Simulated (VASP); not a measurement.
# Y (Fd-3m) in VASP: notebook

One crystal, Y, is run at these levels: revPBE; tasks: single point, relaxation of cell and atoms.

Program: VASP 6.6.1. These are calculated values, not measurements. Logs are shortened: lines on timing, memory, paths and dates and some standing lists are left out, and cuts for length are marked.

## Step 1: Starting point

It takes space group Fd-3m (No. 227, cubic). The conventional cell has a = 7.344 Å, b = 7.344 Å, c = 7.344 Å, α = 90.00°, β = 90.00°, γ = 90.00°. Y (site symmetry -43m) has 4 Y at 3.18 Å as nearest neighbours.

This isn't the form of Y at room conditions, which is hcp.

## Step 2: Single point, revPBE

Contents of INCAR:

```
ALGO = Fast
EDIFF = 1E-7
ENCUT = 520
GGA = RE
ISIF = 2
ISMEAR = -1
LASPH = T
LCHARG = F
LREAL = F
LWAVE = F
NBANDS = 18
NELM = 60
PREC = Accurate
SIGMA = 0.1
```

Contents of KPOINTS:

```
k-points
0
Gamma
  12 12 12
```

Contents of POSCAR:

```
Y
1.0
    0.0000000000      3.6718200367      3.6718200367
    3.6718200367      0.0000000000      3.6718200367
    3.6718200367      3.6718200367      0.0000000000
Y
2
Direct
    0.1250000000      0.1250000000      0.1250000000
    0.8750000000      0.8750000000      0.8750000000
```

Potentials or basis: VASP PAW PBE potentials, release 64 (Y_sv).

Started as:

```console
> cat potpaw_PBE.64/Y_sv/POTCAR > POTCAR
> mpirun -np 1 vasp_std > vasp.out
```

OUTCAR:

```text
EDIFF = 1E-7
   ENCUT = 520
   GGA = RE
   ISIF = 2
   ISMEAR = -1
   LASPH = T
   LREAL = F
   NELM = 60
   PREC = Accurate

 ion  position               nearest neighbor table
   1  0.125  0.125  0.125-   2 3.18   2 3.18   2 3.18   2 3.18
   2  0.875  0.875  0.875-   1 3.18   1 3.18   1 3.18   1 3.18

  LATTYP: Found a face centered cubic cell.
 ALAT       =     7.3436400734

  Lattice vectors:

 A1 = (   0.0000000000,   3.6718200367,   3.6718200367)
 A2 = (   3.6718200367,   0.0000000000,   3.6718200367)
 A3 = (   3.6718200367,   3.6718200367,   0.0000000000)

Analysis of symmetry for initial positions (statically):
=====================================================================
 Subroutine PRICEL returns:
 Original cell was already a primitive cell.

 Routine SETGRP: Setting up the symmetry group for a
 face centered cubic supercell.

 Subroutine GETGRP returns: Found 48 space group operations
 (whereof 12 operations were pure point group operations)
 out of a pool of 48 trial point group operations.

The static configuration has the point symmetry D_3d.
 The point group associated with its full space group is O_h .

Analysis of symmetry for dynamics (positions and initial velocities):
=====================================================================
 Subroutine PRICEL returns:
 Original cell was already a primitive cell.

 Routine SETGRP: Setting up the symmetry group for a
 face centered cubic supercell.

 Subroutine GETGRP returns: Found 48 space group operations
 (whereof 12 operations were pure point group operations)
 out of a pool of 48 trial point group operations.

The dynamic configuration has the point symmetry D_3d.
 The point group associated with its full space group is O_h .

 Subroutine INISYM returns: Found 48 space group operations
 (whereof 12 operations are pure point group operations),
 and found     1 'primitive' translations

----------------------------------------------------------------------------------------

                                     Primitive cell

  volume of cell :      99.0089

  direct lattice vectors                    reciprocal lattice vectors
     0.000000000  3.671820037  3.671820037    -0.136172251  0.136172251  0.136172251
     3.671820037  0.000000000  3.671820037     0.136172251 -0.136172251  0.136172251
     3.671820037  3.671820037  0.000000000     0.136172251  0.136172251 -0.136172251

  length of vectors
     5.192737694  5.192737694  5.192737694     0.235857257  0.235857257  0.235857257

  position of ions in fractional coordinates (direct lattice)
     0.125000000  0.125000000  0.125000000
     0.875000000  0.875000000  0.875000000

  ion indices of the primitive-cell ions
   primitive index   ion index
                 1           1
                 2           2

----------------------------------------------------------------------------------------

 KPOINTS: k-points

Automatic generation of k-mesh.
 Grid dimensions read from file:
 generate k-points for:   12   12   12

 Generating k-lattice:

  Cartesian coordinates                     Fractional coordinates (reciprocal lattice)
    -0.011347688  0.011347688  0.011347688     0.083333333  0.000000000  0.000000000
     0.011347688 -0.011347688  0.011347688     0.000000000  0.083333333  0.000000000
     0.011347688  0.011347688 -0.011347688     0.000000000  0.000000000  0.083333333

  Length of vectors
     0.019654771  0.019654771  0.019654771

  Shift w.r.t. Gamma in fractional coordinates (k-lattice)
     0.000000000  0.000000000  0.000000000

 Subroutine IBZKPT returns following result:
 ===========================================

 Found     72 irreducible k-points:

 Following reciprocal coordinates:
            Coordinates               Weight
  0.000000  0.000000  0.000000      1.000000
  0.083333  0.000000  0.000000      8.000000
  0.166667  0.000000  0.000000      8.000000
  0.250000  0.000000  0.000000      8.000000
  0.333333  0.000000  0.000000      8.000000
  0.416667  0.000000  0.000000      8.000000
[... 16 lines left out ...]
  0.500000  0.166667  0.000000     24.000000
 -0.416667  0.166667  0.000000     24.000000
 [... further k-points ...]
   k-points           NKPTS =     72   k-points in BZ     NKDIM =     72   number of bands    NBANDS=     18
   number of dos      NEDOS =    301   number of ions     NIONS =      2
   total plane-waves  NPLWV =  64000
   dimension x,y,z NGX =    40 NGY =   40 NGZ =   40
   dimension x,y,z NGXF=    80 NGYF=   80 NGZF=   80
   ions per type =               2
   NGX,Y,Z   is equivalent  to a cutoff of  12.81, 12.81, 12.81 a.u.
   NGXF,Y,Z  is equivalent  to a cutoff of  25.61, 25.61, 25.61 a.u.
 SYSTEM =  unknown system
   PREC   = accura    normal or accurate (medium, high low for compatibility)
   ISTART =      0    job   : 0-new  1-cont  2-samecut
   ICHARG =      2    charge: 1-file 2-atom 10-const
   ISPIN  =      1    spin polarized calculation?
   LNONCOLLINEAR =      F non collinear calculations
   LSORBIT =      F    spin-orbit coupling
   LASPH  =      T    aspherical Exc in radial PAW
   ENCUT  =  520.0 eV  38.22 Ry    6.18 a.u.   9.66  9.66  9.66*2*pi/ulx,y,z
   NELM   =     60;   NELMIN=  2; NELMDL= -5     # of ELM steps
   EDIFF  = 0.1E-06   stopping-criterion for ELM
   LREAL  =      F    real-space projection
   EDIFFG = 0.1E-05   stopping-criterion for IOM
   NSW    =      0    number of steps for IOM
   IBRION =     -1    ionic relax: 0-MD 1-quasi-New 2-CG
   NFREE  =      0    steps in history (QN), initial steepest desc. (CG)
   ISIF   =      2    stress and relaxation
   ISYM   =      2    0-nonsym 1-usesym 2-fastsym
   POTIM  = 0.5000    time-step for ionic-motion
   TEBEG  =    0.0;   TEEND  =   0.0 temperature during run
   PSTRESS=    0.0 pullay stress
   NELECT =      22.0000    total number of electrons
   NUPDOWN=      -1.0000    fix difference up-down
   EMIN   =  10.00;   EMAX   =-10.00  energy-range for DOS
   EFERMI =   0.00;   METHOD = LEGACY
   ISMEAR =    -1;   SIGMA  =   0.10  broadening in eV -4-tet -1-fermi 0-gaus
   EFERMI_NEDOS =   21; number of points for ismear=-14 and -15
   IALGO  =     68    algorithm
   IMIX   =      4    mixing-type and parameters
     AMIX     =   0.40;   BMIX     =  1.00
     AMIX_MAG =   1.60;   BMIX_MAG =  1.00
  volume/ion in A,a.u.               =      49.50       334.07
  Fermi-wavevector in a.u.,A,eV,Ry     =   0.991572  1.873800 13.377458  0.983215
  Thomas-Fermi vector in A             =   2.123323
   LORBIT       =      0    0 simple, 1 ext, 2 COOP (PROOUT), +10 PAW based schemes
   GGA     = RE    functional components
   LHFCALC =     F    Hartree Fock is set to
   AEXX    =    0.0000 exact exchange contribution
   IVDW    =     0    specifies the selected vdW correction
   LEPSILON=     F    determine dielectric tensor
   LRPA    =     F    only Hartree local field effects (RPA)
 non-spin polarized calculation
 RMM-DIIS sequential band-by-band and
  energy-cutoff  :      520.00
  volume of cell :       99.01
 maximum number of plane-waves:      2701
   NGX = 19   NGY = 19   NGZ = 19

 number of electron      22.0000001 magnetization

 Free energy of the ion-electron system (eV)
  ---------------------------------------------------
  ext. energy  EPLUGINS =         0.00000000
  ---------------------------------------------------
  free energy    TOTEN  =        -8.46749493 eV

  energy without entropy =       -8.28364039  energy(sigma->0) =       -8.37556766

 E-fermi :   0.9700     XC(G=0):  -7.6993

 val. band max:        0.9671017871   @ k =   0.3333   0.3333   0.0000
 cond. band min:       0.9755570089   @ k =  -0.3333   0.3333   0.0000
 fundamental gap:      0.0084552218
 Fermi energy:         0.9700080869

 k-point     1 :       0.0000    0.0000    0.0000
  band No.  band energies     occupation
      1     -42.5166      2.00000
      2     -42.3439      2.00000
      3     -22.6435      2.00000
      4     -22.6435      2.00000
      5     -22.6435      2.00000
      6     -22.2185      2.00000
[... 10 lines left out ...]
     17       2.7482      0.00000
     18       5.3539      0.00000

 k-point     2 :       0.0833    0.0000    0.0000
  band No.  band energies     occupation
      1     -42.5145      2.00000
      2     -42.3461      2.00000
      3     -22.6469      2.00000
      4     -22.6469      2.00000
      5     -22.6429      2.00000
      6     -22.2197      2.00000
[... 10 lines left out ...]
     17       2.7397      0.00000
     18       5.3366      0.00000

 k-point     3 :       0.1667    0.0000    0.0000
  band No.  band energies     occupation
      1     -42.5082      2.00000
      2     -42.3525      2.00000
      3     -22.6559      2.00000
      4     -22.6559      2.00000
      5     -22.6413      2.00000
      6     -22.2228      2.00000
[... 10 lines left out ...]
     17       2.7431      0.00000
     18       5.2793      0.00000

 k-point     4 :       0.2500    0.0000    0.0000
  band No.  band energies     occupation
      1     -42.4987      2.00000
      2     -42.3622      2.00000
      3     -22.6676      2.00000
      4     -22.6676      2.00000
      5     -22.6393      2.00000
      6     -22.2268      2.00000
[... 10 lines left out ...]
     17       2.8354      0.00000
     18       5.1669      0.00000

 k-point     5 :       0.3333    0.0000    0.0000
  band No.  band energies     occupation
      1     -42.4876      2.00000
      2     -42.3734      2.00000
      3     -22.6788      2.00000
      4     -22.6788      2.00000
      5     -22.6374      2.00000
      6     -22.2307      2.00000
[... 10 lines left out ...]
     17       3.0555      0.00000
     18       4.9950      0.00000

 k-point     6 :       0.4167    0.0000    0.0000
  band No.  band energies     occupation
      1     -42.4779      2.00000
      2     -42.3832      2.00000
      3     -22.6866      2.00000
      4     -22.6866      2.00000
      5     -22.6361      2.00000
      6     -22.2334      2.00000
[... 10 lines left out ...]
     17       3.3218      0.00000
     18       4.8133      0.00000

 k-point     7 :       0.5000    0.0000    0.0000
  band No.  band energies     occupation
      1     -42.4738      2.00000
      2     -42.3874      2.00000
      3     -22.6894      2.00000
      4     -22.6894      2.00000
      5     -22.6357      2.00000
      6     -22.2343      2.00000
[... 10 lines left out ...]
     17       3.4577      0.00000
     18       4.6605      0.00000

 k-point     8 :       0.0833    0.0833    0.0000
  band No.  band energies     occupation
      1     -42.5137      2.00000
      2     -42.3469      2.00000
      3     -22.6509      2.00000
      4     -22.6509      2.00000
      5     -22.6366      2.00000
      6     -22.2263      2.00000
[... 10 lines left out ...]
     17       2.7492      0.00000
     18       5.2768      0.00000
[... 229 lines left out ...]
     17       2.7744      0.00000
     18       4.9458      0.00000

 k-point    20 :       0.2500    0.1667    0.0000
  band No.  band energies     occupation
      1     -42.4978      2.00000
      2     -42.3631      2.00000
      3     -22.6825      2.00000
      4     -22.6819      2.00000
      5     -22.6036      2.00000
      6     -22.2630      2.00000
[... 10 lines left out ...]
     17       2.8476      0.00000
     18       4.7445      0.00000

 k-point    21 :       0.3333    0.1667    0.0000
  band No.  band energies     occupation
      1     -42.4876      2.00000
      2     -42.3734      2.00000
      3     -22.6967      2.00000
      4     -22.6927      2.00000
      5     -22.5921      2.00000
      6     -22.2756      2.00000
[... 10 lines left out ...]
     17       3.0512      0.00000
     18       4.5350      0.00000

 k-point    22 :       0.4167    0.1667    0.0000
  band No.  band energies     occupation
      1     -42.4765      2.00000
      2     -42.3846      2.00000
      3     -22.7104      2.00000
      4     -22.6999      2.00000
      5     -22.5826      2.00000
      6     -22.2858      2.00000
[... 10 lines left out ...]
     17       3.3044      0.00000
     18       4.3912      0.00000

 k-point    23 :       0.5000    0.1667    0.0000
  band No.  band energies     occupation
      1     -42.4680      2.00000
      2     -42.3932      2.00000
      3     -22.7203      2.00000
      4     -22.7018      2.00000
      5     -22.5776      2.00000
      6     -22.2909      2.00000
[... 10 lines left out ...]
     17       3.3379      0.00000
     18       4.5243      0.00000

 k-point    24 :      -0.4167    0.1667    0.0000
  band No.  band energies     occupation
      1     -42.4668      2.00000
      2     -42.3945      2.00000
      3     -22.7241      2.00000
      4     -22.6981      2.00000
      5     -22.5795      2.00000
      6     -22.2888      2.00000
[... 10 lines left out ...]
     17       3.3411      0.00000
     18       4.2983      0.00000

 [... further k-points ...]

------------------------ aborting loop because EDIFF is reached ----------------------------------------

  FORCE on cell =-STRESS in cart. coord.  units (eV):
  Direction    XX          YY          ZZ          XY          YZ          ZX
  --------------------------------------------------------------------------------------
  -------------------------------------------------------------------------------------
  Total        0.0267344      0.0267344      0.0267344      0.0000000      0.0000000      0.0000000
  in kB        0.4326199      0.4326199      0.4326199      0.0000000      0.0000000      0.0000000
  external PRESSURE =       0.4326199 kB  Pullay stress =       0.0000000 kB

 VOLUME and BASIS-vectors are now :
 -----------------------------------------------------------------------------
  energy-cutoff  :      520.00
  volume of cell :       99.01
      direct lattice vectors                 reciprocal lattice vectors
     0.000000000  3.671820037  3.671820037    -0.136172251  0.136172251  0.136172251
     3.671820037  0.000000000  3.671820037     0.136172251 -0.136172251  0.136172251
     3.671820037  3.671820037  0.000000000     0.136172251  0.136172251 -0.136172251

 POSITION                                       TOTAL-FORCE (eV/Angst)
 -----------------------------------------------------------------------------------
      0.91796      0.91796      0.91796        -0.000000      0.000000      0.000000
      6.42569      6.42569      6.42569         0.000000     -0.000000     -0.000000
 -----------------------------------------------------------------------------------
    total drift:                                0.000000      0.000000     -0.000000

  FREE ENERGIE OF THE ION-ELECTRON SYSTEM (eV)
  ---------------------------------------------------
  free  energy   TOTEN  =        -8.4674949292 eV

  energy  without entropy=       -8.2836403926  energy(sigma->0) =       -8.37556766
```

Wall time 3.6 min (1 thread of AMD EPYC 9R45 (Zen 5), shared host); peak memory 0.29 GiB.

What came out:

| Quantity | Value |
| --- | --- |
| Free energy | -8.4675 eV |
| Pressure | 0.0 GPa |
| Band gap on the k mesh | none (metal or under the smearing width) |

Caveat: the PAW data sets were made with another functional, which shifts forces and pressure a little.

(Continued in part 2 of 2.)
